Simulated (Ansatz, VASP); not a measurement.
One calculation of Ti, two programs

The input INCAR:

```
PREC = Accurate
ENCUT = 520
EDIFF = 1E-6
ISMEAR = 0
SIGMA = 0.1
LREAL = F
LASPH = T
NELM = 100
ALGO = Fast
ISIF = 2
LWAVE = F
LCHARG = F
GGA = PE
NBANDS = 12
```

The input KPOINTS:

```
regular mesh
0
Gamma
  16 16 16
```

Contents of POSCAR:

```
Ti
1.0
   -0.0345303000      1.9729164000      1.9448821000
    1.9852588000      0.0000000000      1.9103518000
    2.0197891000      1.9729164000     -0.0345303000
Ti
1
Direct
    0.0000000000      0.0000000000      0.0000000000
```

Input for Ansatz:

```yaml
crystal:
  lattice:
    - [-0.0345303, 1.9729164, 1.9448821]
    - [1.9852588, 0.0, 1.9103518]
    - [2.0197891, 1.9729164, -0.0345303]
  atoms:
    - { symbol: Ti, position: [0.0, 0.0, 0.0] }
basis:
  ecutwfc: 420
kpoints:
  mp_grid: { grid: [16, 16, 16] }
hamiltonian:
  xc: pbe
scf:
  occupations: { method: gaussian, width: 0.1 }
output:
  forces: true
  stress: true
  eigenvalues: true
```

Alike in both runs: task single point; functional PBE; k mesh 16 × 16 × 16; occupations gaussian, width 0.1 eV; no spin polarisation.

|  | VASP | Ansatz |
| --- | --- | --- |
| version | VASP 6.6.1 | Ansatz 0.2.0 |
| potentials or method | VASP PAW PBE potentials, release 64 (Ti_sv) | scalar-relativistic, plane waves, PAW |
| plane-wave cutoff (eV) | 520 | 420 |
| valence electrons in the cell | 12 | 12 |

|  | VASP | Ansatz | Ansatz less VASP |
| --- | --- | --- | --- |
| gap on the k mesh at the Fermi level (eV) | none | none | - |
| pressure (GPa) | 14.5 | 15.0 | +0.49 |
| largest component of the traceless stress (GPa) | 2.17 | 2.17 | +0.004 |

A gap of «none» marks a metal or a gap that the smearing closes.
